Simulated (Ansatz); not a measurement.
# A bimetallic surface: W on Al(110), one layer, both faces, part 2 of 5

Wanted: the photoemission signature of W on Al(110), one layer, both faces. Spin–orbit coupling is left out of the bands throughout.

Ansatz 0.2.0; DFT, PBE, plane-wave PAW, default files, scalar-relativistic.

So far, work function, upper face (eV): step 2 (the clean face) 3.90.

## (3) Relaxing the atoms

System of this step: Al2W. The cell holds 24 atoms: 8 W and 16 Al. Cell: a = 8.080 Å, b = 5.713 Å, c = 21.142 Å, α = 90.0°, β = 90.0°, γ = 90.0°. It derives from Al. How the cell was made: overlayer; added: W; how: one layer, both faces. Regions: L1, 4 atoms (4 W); L2, 4 atoms (4 Al); L3, 4 atoms (4 Al); mid, 4 atoms (4 Al); rest, 8 atoms (4 Al and 4 W). Vacuum lies along c.

The cut or typed positions aren't at rest, and spectra shift with geometry, so the relaxation comes first. 8 atoms are held to stand for the bulk.

Input file input.yaml:

```yaml
crystal:
  lattice:
    - [8.08, 0.0, 0.0]
    - [0.0, 5.713422792, 0.0]
    - [0.0, 0.0, 21.14177849]
  atoms:
    - { symbol: W, position: [0.0, 0.0, 0.668902027] }
    - { symbol: W, position: [0.5, 0.0, 0.668902027] }
    - { symbol: W, position: [0.0, 0.5, 0.668902027] }
    - { symbol: W, position: [0.5, 0.5, 0.668902027] }
    - { symbol: Al, position: [0.25, 0.25, 0.601341216] }
    - { symbol: Al, position: [0.75, 0.25, 0.601341216] }
    - { symbol: Al, position: [0.25, 0.75, 0.601341216] }
    - { symbol: Al, position: [0.75, 0.75, 0.601341216] }
    - { symbol: Al, position: [0.0, 0.0, 0.533780405] }
    - { symbol: Al, position: [0.5, 0.0, 0.533780405] }
    - { symbol: Al, position: [0.0, 0.5, 0.533780405] }
    - { symbol: Al, position: [0.5, 0.5, 0.533780405] }
    - { symbol: Al, position: [0.25, 0.25, 0.466219595] }
    - { symbol: Al, position: [0.75, 0.25, 0.466219595] }
    - { symbol: Al, position: [0.25, 0.75, 0.466219595] }
    - { symbol: Al, position: [0.75, 0.75, 0.466219595] }
    - { symbol: Al, position: [0.0, 0.0, 0.398658784] }
    - { symbol: Al, position: [0.5, 0.0, 0.398658784] }
    - { symbol: Al, position: [0.0, 0.5, 0.398658784] }
    - { symbol: Al, position: [0.5, 0.5, 0.398658784] }
    - { symbol: W, position: [0.25, 0.25, 0.331097973] }
    - { symbol: W, position: [0.75, 0.25, 0.331097973] }
    - { symbol: W, position: [0.25, 0.75, 0.331097973] }
    - { symbol: W, position: [0.75, 0.75, 0.331097973] }
kpoints:
  mp_grid: { grid: [4, 6, 1] }
scf:
  occupations: { method: fermi_dirac, width: 0.05 }
  n_extra_bands: 18
hamiltonian:
  xc: pbe
  pseudopotentials: { kind: paw }
output:
  forces: true
  write_potential: true
  volumetric_format: []
relax:
  f_tol: 0.03
  max_steps: 45
  constraints: [{ sites: [8, 9, 10, 11, 12, 13, 14, 15] }]
```

Run with:

```bash
ansatz run input.yaml --threads 4 --pin off --max-ram 14336MiB --backend cpu --events-out ev --progress --plain --runs-dir out
```

Numbers of over 12 decimals in the logs are rounded to 6 here.

Log:

```text
[...]
Crystal: 24 atoms, lattice volume = 975.999 Å³
Basis set: ecut = 420 eV, 19159 PW (Γ), exchange–correlation on 120×80×288 points (8 copies of the dense FFT grid, shifted against one another)
Bands: 98, of which v1, the nominal top of the filled ones, is band 80 counted from 1 (79 counted from 0)
Symmetry: 32 space group operations
[...]
k-points: 12 of 24
[...]
SCF iter   1: F=—  HF=-91655.253069 eV  |F-HF|=—  |Δ(HF+E_count)|=         —  Δρ=4.14e-3  dr2=2.81e-1  ethr=1.77e-3  ⟨swp⟩=10.0  Hψ=5959  notcnv=0
[...]
SCF iter   6: F=-91655.213501 eV  HF=-91655.213499 eV  |F-HF|=1.50e-6  |Δ(HF+E_count)|=   3.09e-5  Δρ=1.80e-5  dr2=4.66e-6  ethr=1.41e-8  ⟨swp⟩=15.8  Hψ=12834  notcnv=0
SCF 1 converged in 6 iterations: F = -91655.213501 eV  dr2 = 4.66e-6
[...]
relax step   1: F+E_penalty+E_count = -91655.21350055 eV  Δ(F+E_penalty+E_count) = +0.000e0 eV  max|allowed force component| = 2.278e0 eV/Å  Δτ_max = 0.0000 Å  (6 SCF iters, dr2 threshold 2.25e-5 eV, accepted)
[...]
SCF iter   7: F=-91658.427260 eV  HF=-91658.427255 eV  |F-HF|=4.89e-6  |Δ(HF+E_count)|=   3.48e-5  Δρ=2.47e-5  dr2=4.24e-6  ethr=3.98e-8  ⟨swp⟩=14.9  Hψ=12911  notcnv=0
SCF 2 converged in 7 iterations: F = -91658.427260 eV  dr2 = 4.24e-6
relax step   2: F+E_penalty+E_count = -91658.42725960 eV  Δ(F+E_penalty+E_count) = -3.214e0 eV  max|allowed force component| = 7.921e-1 eV/Å  Δτ_max = 0.1998 Å  (7 SCF iters, dr2 threshold 1.00e-4 eV, accepted)
SCF iter   1: F=—  HF=-91658.819733 eV  |F-HF|=—  |Δ(HF+E_count)|=         —  Δρ=4.82e-3  dr2=5.02e-1  ethr=2.38e-3  ⟨swp⟩=4.5  Hψ=2662  notcnv=0  defer=13
[...]
SCF iter   7: F=-91658.719072 eV  HF=-91658.719071 eV  |F-HF|=1.19e-6  |Δ(HF+E_count)|=   8.08e-6  Δρ=1.07e-5  dr2=7.17e-7  ethr=7.70e-9  ⟨swp⟩=11.5  Hψ=10820  notcnv=0
SCF 3 converged in 7 iterations: F = -91658.719072 eV  dr2 = 7.17e-7
relax step   3: F+E_penalty+E_count = -91658.71907180 eV  Δ(F+E_penalty+E_count) = -2.918e-1 eV  max|allowed force component| = 9.288e-2 eV/Å  Δτ_max = 0.0886 Å  (7 SCF iters, dr2 threshold 3.92e-5 eV, accepted)
SCF iter   1: F=—  HF=-91658.728745 eV  |F-HF|=—  |Δ(HF+E_count)|=         —  Δρ=8.29e-4  dr2=4.59e-2  ethr=1.02e-4  ⟨swp⟩=2.5  Hψ=2225  notcnv=0  defer=21
[...]
SCF iter   7: F=-91658.725010 eV  HF=-91658.725009 eV  |F-HF|=6.38e-8  |Δ(HF+E_count)|=   5.30e-7  Δρ=2.51e-6  dr2=4.73e-8  ethr=6.25e-11  ⟨swp⟩=10.2  Hψ=9825  notcnv=0
SCF 4 converged in 7 iterations: F = -91658.725010 eV  dr2 = 4.73e-8
relax step   4: F+E_penalty+E_count = -91658.72500951 eV  Δ(F+E_penalty+E_count) = -5.938e-3 eV  max|allowed force component| = 9.435e-3 eV/Å  Δτ_max = 0.0120 Å  (7 SCF iters, accepted)
NSCF: frozen V_eff on 12 k-points
[...]
SCF converged after 7 iterations
Free energy (F): -91658.725010 eV
[...]
Internal energy: -91658.502605 eV  (E = F + TS)
E sigma→0 (E₀):  -91658.613807 eV
Entropy (-TS):   -0.222405 eV (-9.267 meV/atom)
Fermi energy:    2.270134 eV
[...]
--- Forces (eV/Å), atoms counted from 1 ---
  atom   1  W     -0.00000000     0.00000000     0.00943478
  atom   2  W     -0.00000000     0.00000000     0.00943478
  atom   3  W     -0.00000000    -0.00000000     0.00943478
  atom   4  W      0.00000000     0.00000000     0.00943478
  atom   5  Al     0.00000000    -0.00000000     0.00752299
  atom   6  Al     0.00000000    -0.00000000     0.00752299
  atom   7  Al     0.00000000     0.00000000     0.00752299
  atom   8  Al     0.00000000    -0.00000000     0.00752299
  atom   9  Al    -0.00000000    -0.00000000     0.09290164
  atom  10  Al     0.00000000     0.00000000     0.09290164
  atom  11  Al    -0.00000000    -0.00000000     0.09290164
  atom  12  Al     0.00000000     0.00000000     0.09290164
  atom  13  Al    -0.00000000    -0.00000000    -0.09290164
  atom  14  Al     0.00000000     0.00000000    -0.09290164
  atom  15  Al    -0.00000000    -0.00000000    -0.09290164
  atom  16  Al     0.00000000    -0.00000000    -0.09290164
  atom  17  Al    -0.00000000    -0.00000000    -0.00752299
  atom  18  Al     0.00000000     0.00000000    -0.00752299
  atom  19  Al     0.00000000     0.00000000    -0.00752299
  atom  20  Al     0.00000000     0.00000000    -0.00752299
  atom  21  W     -0.00000000     0.00000000    -0.00943478
  atom  22  W     -0.00000000    -0.00000000    -0.00943478
  atom  23  W      0.00000000     0.00000000    -0.00943478
  atom  24  W     -0.00000000    -0.00000000    -0.00943478
  max |Σ_I F_I| component: 1.96e-27 eV/Å
--- Band table (eV; the first three rows and the last of 12) ---
  k-point 0: bands = [... 76 lower, 2.1719, 2.1719, 2.2210, 2.3499, 2.3499, 2.6391, 2.8455, 2.9891, ... 14 higher]
  k-point 1: bands = [... 76 lower, 1.9714, 2.1296, 2.1706, 2.4072, 2.4072, 2.7090, 2.7870, 2.8869, ... 14 higher]
  k-point 2: bands = [... 76 lower, 2.1147, 2.3502, 2.3502, 2.3653, 2.3653, 2.5707, 2.6261, 2.6261, ... 14 higher]
  k-point 11: bands = [... 76 lower, 1.6579, 1.6579, 1.6579, 1.6579, 1.8984, 1.8984, 1.8984, 1.8984, ... 14 higher]
--- Relaxed structure (4 steps of the walk, 4 accepted, 0 SCFs on fresh bases) ---
  F+E_penalty+E_count = -91658.72500951 eV   max|allowed force component| = 9.435e-3 eV/Å
  atoms:
    - { symbol: W, position: [0, 0, 0.655827] }
    - { symbol: W, position: [0.5, 0, 0.655827] }
    - { symbol: W, position: [0, 0.5, 0.655827] }
    - { symbol: W, position: [0.5, 0.5, 0.655827] }
    - { symbol: Al, position: [0.25, 0.25, 0.607169] }
    - { symbol: Al, position: [0.75, 0.25, 0.607169] }
    - { symbol: Al, position: [0.25, 0.750000, 0.607169] }
    - { symbol: Al, position: [0.75, 0.750000, 0.607169] }
    - { symbol: Al, position: [0.0, 0.0, 0.533780] }
    - { symbol: Al, position: [0.5, 0.0, 0.533780] }
    - { symbol: Al, position: [0.0, 0.5, 0.533780] }
    - { symbol: Al, position: [0.5, 0.5, 0.533780] }
    - { symbol: Al, position: [0.25, 0.25, 0.466219595] }
    - { symbol: Al, position: [0.75, 0.25, 0.466219595] }
    - { symbol: Al, position: [0.25, 0.750000, 0.466219595] }
    - { symbol: Al, position: [0.75, 0.750000, 0.466219595] }
    - { symbol: Al, position: [0, 0.0, 0.392831] }
    - { symbol: Al, position: [0.5, 0, 0.392831] }
    - { symbol: Al, position: [0, 0.5, 0.392831] }
    - { symbol: Al, position: [0.5, 0.5, 0.392831] }
    - { symbol: W, position: [0.25, 0.25, 0.344173] }
    - { symbol: W, position: [0.75, 0.25, 0.344173] }
    - { symbol: W, position: [0.25, 0.750000, 0.344173] }
    - { symbol: W, position: [0.75, 0.750000, 0.344173] }
```

The job ended after 81 s (4 threads of Arm Neoverse V1, shared host; peak memory 2.7 GiB; 5.2 min of CPU time).

Relaxation path:

| step | energy less that of the first step (eV) | largest force component (eV/Å) |
| --- | --- | --- |
| 1 | 0.0000 | 2.2783 |
| 2 | -3.2138 | 0.7921 |
| 3 | -3.5056 | 0.0929 |
| 4 | -3.5115 | 0.0094 |

Forces are held to the 32 operations that the run works with; a distortion that breaks them can't arise in this run.

The atoms that moved most (Å):

| atom | dx | dy | dz | length |
| --- | --- | --- | --- | --- |
| W21 | 0.000 | 0.000 | 0.276 | 0.276 |
| W22 | 0.000 | 0.000 | 0.276 | 0.276 |
| W23 | 0.000 | 0.000 | 0.276 | 0.276 |
| W24 | 0.000 | 0.000 | 0.276 | 0.276 |
| W1 | 0.000 | 0.000 | -0.276 | 0.276 |
| W2 | 0.000 | 0.000 | -0.276 | 0.276 |
| W3 | 0.000 | 0.000 | -0.276 | 0.276 |
| W4 | 0.000 | 0.000 | -0.276 | 0.276 |

Numbers from this step:

```
free energy               : -91658.7250 eV
energy at zero smearing   : -91658.6138 eV
smearing term TS          : 0.2224 eV
Fermi energy              : 2.270 eV
symmetry operations       : 32
work function, upper face : 4.575 eV
work function, lower face : 4.575 eV
```

The relaxation ends 146 meV an atom lower, with a largest force component of 0.0094 eV/Å on the free atoms. For the work function, upper face, step 2 gave 3.90 eV; this run, with 24 atoms, gives 4.57 eV (+17 %).

## (4) Bands by layer

The main run: bands along the zone's path, each state's share in the top and middle regions, the DOS and the planar potential. The cell holds 4 small cells, so the bands are unfolded.

Input file input.yaml:

```yaml
crystal:
  lattice:
    - [8.08, 0.0, 0.0]
    - [0.0, 5.713422792, 0.0]
    - [0.0, 0.0, 21.14177849]
  atoms:
    - { symbol: W, position: [0.0, 0.0, 0.655826535] }
    - { symbol: W, position: [0.5, 0.0, 0.655826535] }
    - { symbol: W, position: [0.0, 0.5, 0.655826535] }
    - { symbol: W, position: [0.5, 0.5, 0.655826535] }
    - { symbol: Al, position: [0.25, 0.25, 0.607169026] }
    - { symbol: Al, position: [0.75, 0.25, 0.607169026] }
    - { symbol: Al, position: [0.25, 0.75, 0.607169026] }
    - { symbol: Al, position: [0.75, 0.75, 0.607169026] }
    - { symbol: Al, position: [0.0, 0.0, 0.533780405] }
    - { symbol: Al, position: [0.5, 0.0, 0.533780405] }
    - { symbol: Al, position: [0.0, 0.5, 0.533780405] }
    - { symbol: Al, position: [0.5, 0.5, 0.533780405] }
    - { symbol: Al, position: [0.25, 0.25, 0.466219595] }
    - { symbol: Al, position: [0.75, 0.25, 0.466219595] }
    - { symbol: Al, position: [0.25, 0.75, 0.466219595] }
    - { symbol: Al, position: [0.75, 0.75, 0.466219595] }
    - { symbol: Al, position: [0.0, 0.0, 0.392830974] }
    - { symbol: Al, position: [0.5, 0.0, 0.392830974] }
    - { symbol: Al, position: [0.0, 0.5, 0.392830974] }
    - { symbol: Al, position: [0.5, 0.5, 0.392830974] }
    - { symbol: W, position: [0.25, 0.25, 0.344173465] }
    - { symbol: W, position: [0.75, 0.25, 0.344173465] }
    - { symbol: W, position: [0.25, 0.75, 0.344173465] }
    - { symbol: W, position: [0.75, 0.75, 0.344173465] }
kpoints:
  mp_grid: { grid: [6, 8, 1] }
scf:
  occupations: { method: fermi_dirac, width: 0.05 }
  n_extra_bands: 24
hamiltonian:
  xc: pbe
  pseudopotentials: { kind: paw }
output:
  forces: true
  write_potential: true
  volumetric_format: []
  dos:
    projected:
      site_lists:
        layer_1: [3, 2, 1, 0]
        layer_2: [7, 6, 5, 4]
        layer_3: [8, 9, 10, 11]
        middle: [12, 13, 14, 15]
        other_layers: [16, 17, 18, 19, 20, 21, 22, 23]
    de: 0.05
    e_range: [-30, 12]
    method: { smearing: { sigma: 0.15, scheme: gaussian } }
  eigenstates:
    kpoints:
      - [0.0, 0.0, 0.0]
      - [-0.125, 0.0, 0.0]
      - [-0.25, 0.0, 0.0]
      - [-0.375, 0.0, 0.0]
      - [0.5, 0.0, 0.0]
      - [0.375, 0.0, 0.0]
      # [... 9 more points ...]
      - [0.0, -0.2, 0.0]
      - [0.0, -0.1, 0.0]
    e_range: [-8.0, 4.0]
    unfold:
      supercell_matrix: [[2, 0, 0], [0, 2, 0], [0, 0, 1]]
      layers:
        axis: 3
        edges: [0.154974, 0.429524, 0.429624, 0.570373, 0.570473, 0.845024]
```

Log:

```text
[...]
Crystal: 24 atoms, lattice volume = 975.999 Å³
Basis set: ecut = 420 eV, 19159 PW (Γ), exchange–correlation on 120×80×288 points (8 copies of the dense FFT grid, shifted against one another)
Bands: 104, of which v1, the nominal top of the filled ones, is band 80 counted from 1 (79 counted from 0)
Symmetry: 32 space group operations
[...]
k-points: 20 of 48
[...]
SCF iter   1: F=—  HF=-91658.837911 eV  |F-HF|=—  |Δ(HF+E_count)|=         —  Δρ=5.04e-3  dr2=3.66e-1  ethr=1.77e-3  ⟨swp⟩=9.8  Hψ=10606  notcnv=0  defer=20
[...]
SCF iter   9: F=-91658.750224 eV  HF=-91658.750224 eV  |F-HF|=5.53e-9  |Δ(HF+E_count)|=   1.02e-7  Δρ=6.77e-7  dr2=4.40e-9  ethr=6.25e-11  ⟨swp⟩=22.2  Hψ=17856  notcnv=0
SCF 1 converged in 9 iterations: F = -91658.750224 eV  dr2 = 4.40e-9
[...]
SCF converged after 9 iterations
Free energy (F): -91658.750224 eV
[...]
Internal energy: -91658.548563 eV  (E = F + TS)
E sigma→0 (E₀):  -91658.649394 eV
Entropy (-TS):   -0.201661 eV (-8.403 meV/atom)
Fermi energy:    2.244021 eV
[...]
--- Forces (eV/Å), atoms counted from 1 ---
  atom   1  W     -0.00000000     0.00000000     0.04737496
  atom   2  W      0.00000000     0.00000000     0.04737496
  atom   3  W      0.00000000     0.00000000     0.04737496
  atom   4  W      0.00000000     0.00000000     0.04737496
  atom   5  Al     0.00000000     0.00000000    -0.06862701
  atom   6  Al    -0.00000000    -0.00000000    -0.06862701
  atom   7  Al     0.00000000     0.00000000    -0.06862701
  atom   8  Al     0.00000000    -0.00000000    -0.06862701
  atom   9  Al     0.00000000     0.00000000     0.10659856
  atom  10  Al     0.00000000    -0.00000000     0.10659856
  atom  11  Al    -0.00000000     0.00000000     0.10659856
  atom  12  Al     0.00000000     0.00000000     0.10659856
  atom  13  Al    -0.00000000    -0.00000000    -0.10659856
  atom  14  Al     0.00000000    -0.00000000    -0.10659856
  atom  15  Al    -0.00000000     0.00000000    -0.10659856
  atom  16  Al    -0.00000000     0.00000000    -0.10659856
  atom  17  Al    -0.00000000    -0.00000000     0.06862701
  atom  18  Al     0.00000000    -0.00000000     0.06862701
  atom  19  Al     0.00000000     0.00000000     0.06862701
  atom  20  Al    -0.00000000    -0.00000000     0.06862701
  atom  21  W      0.00000000     0.00000000    -0.04737496
  atom  22  W      0.00000000     0.00000000    -0.04737496
  atom  23  W      0.00000000     0.00000000    -0.04737496
  atom  24  W     -0.00000000     0.00000000    -0.04737496
  max |Σ_I F_I| component: 1.39e-17 eV/Å
--- Band table (eV; the first three rows and the last of 20) ---
  k-point 0: bands = [... 76 lower, 2.1498, 2.1498, 2.2164, 2.3093, 2.3093, 2.6243, 2.8423, 2.9840, ... 20 higher]
  k-point 1: bands = [... 76 lower, 2.0201, 2.1370, 2.1915, 2.3424, 2.3424, 2.6641, 2.8124, 2.9313, ... 20 higher]
  k-point 2: bands = [... 76 lower, 2.0684, 2.1570, 2.1570, 2.4295, 2.4295, 2.6783, 2.7085, 2.7085, ... 20 higher]
  k-point 19: bands = [... 76 lower, 1.6407, 1.6407, 1.6407, 1.6407, 1.8788, 1.8788, 1.8788, 1.8788, ... 20 higher]
```

Elapsed: 80 s, on 4 threads; peak memory 3.2 GiB.

This step gave:

```
free energy                                    : -91658.7502 eV
energy at zero smearing                        : -91658.6494 eV
smearing term TS                               : 0.2017 eV
Fermi energy                                   : 2.244 eV
share of occupied states in no projected shell : 0.0128 of the occupied states in the window
DOS at the Fermi level                         : 25.13 states/eV/cell
work function, upper face                      : 4.614 eV
work function, lower face                      : 4.614 eV
```

A(k,E), total over k along the path and E. Zero: Fermi level.

Ten even steps from '_' (0.05 eV⁻¹) to '@' (5.69 eV⁻¹), each cell a mean:
```
==++**##%%@@@@**++##====++--::::::::====--..______++====::..__::----++++==
====++++++::..::..::==::--::::::::..____--..__..--++####%%++==++====++++==
--==----....__::....==----==::::..______..==::==----++**++##@@**++++------
====**==--::....====++%%====::........__..--%%::--==..::==**++++++****====
++==::::::----==--------**--==----==========--**==..__..::**--::++**++++++
......__....==::::::--====++##@@%%##**####++++++==::..::==..======........
----::..::::..::::::::::==****++****##**++++--::--++**++::::==##==--------
----====--::..........::==++--::::::::::::::==============++==------::----
........::------======++##%%**--::::......::----........::++======::......
::::::------==------==**==--**##**++**++++==--==--......==::......====--::
----::::::::::--++****::......----==++**++::....====::++------..__....----
____....____::----::..____..::..::::....::====----**%%**==----==::________
__..::::..::::..________::..__::::..______..::====----::..____..----..____
::::....------..____..::..____..--::......::--==++++++==..________::==--::
--..__....::::::::::..________......========::::::==++--==::________..::--
__..::::__..________________::____--..........::==--::==..----____________
____--..::________________::______--......::==--..____..==..::--..________
__::..::::______________::______::__======--..__________..--__..==::..____
--..__::..::..______....______..____......________________::::__..--==----
::..::______....::....______....__::________________________--::____..::::
__::::______________________..__..____________________________----..______
..::....________________....____..______________________________::==::....
```
Columns: k along the path (Å⁻¹) from 0 to 3.75 (not evenly spaced); rows upwards: E (eV) from -7.7 to 2.03.

A(k,E), top over k along the path and E. Zero: Fermi level.

Values in eV⁻¹, 12 rows by 16 columns, each cell a mean:
```
1.37 1.80 1.70 1.16 1.18 0.76 0.42 0.47 0.53 0.19 0.53 1.58 1.11 0.63 1.07 1.42
1.07 0.99 0.41 0.42 0.93 0.72 0.46 0.23 0.19 0.75 0.93 1.25 1.59 1.75 1.40 1.09
1.06 0.73 0.81 0.78 0.83 1.12 1.09 1.19 1.24 1.13 0.96 0.29 0.84 0.98 1.47 1.13
0.83 0.55 0.51 0.48 0.56 1.21 1.61 1.54 1.51 1.10 0.69 0.92 0.64 1.37 0.95 0.90
0.45 0.68 0.69 0.73 0.88 1.54 1.03 0.58 0.45 0.69 0.62 0.39 0.82 1.03 0.71 0.41
0.72 0.68 0.75 1.00 1.22 0.69 1.07 1.33 1.43 0.69 0.61 0.51 0.76 0.41 0.55 0.74
0.24 0.34 0.44 0.61 0.30 0.33 0.44 0.43 0.34 0.84 0.92 1.07 0.63 0.56 0.44 0.18
0.52 0.43 0.63 0.34 0.36 0.22 0.28 0.48 0.53 0.79 0.89 0.85 0.48 0.12 0.44 0.69
0.32 0.40 0.21 0.17 0.11 0.14 0.23 0.38 0.44 0.33 0.56 0.63 0.56 0.42 0.11 0.18
0.30 0.44 0.19 0.07 0.12 0.27 0.11 0.30 0.39 0.34 0.12 0.08 0.36 0.44 0.53 0.21
0.48 0.17 0.27 0.34 0.29 0.09 0.25 0.14 0.08 0.05 0.03 0.03 0.09 0.31 0.33 0.64
0.26 0.24 0.04 0.06 0.04 0.21 0.16 0.09 0.03 0.02 0.02 0.02 0.03 0.16 0.31 0.17
```
Columns: k along the path (Å⁻¹) from 0 to 3.75 (not evenly spaced); rows upwards: E (eV) from -7.7 to 2.03.

(Continued in part 3 of 5.)

[Logs are printed without paths, hosts, clocks, repeated set-up lines and the standing remarks that a program may print on its own settings, such as how far it seeks lower states.]

[Hosts, paths, dates, database ids (printed as entryN), source tags and the programs' standing remarks are cut or masked in the printed files.]

[Maps of the electrostatic potential energy from Ansatz leave out the sawtooth potential of an applied field or a dipole correction, so their vacuum need not be flat; work functions include it.]
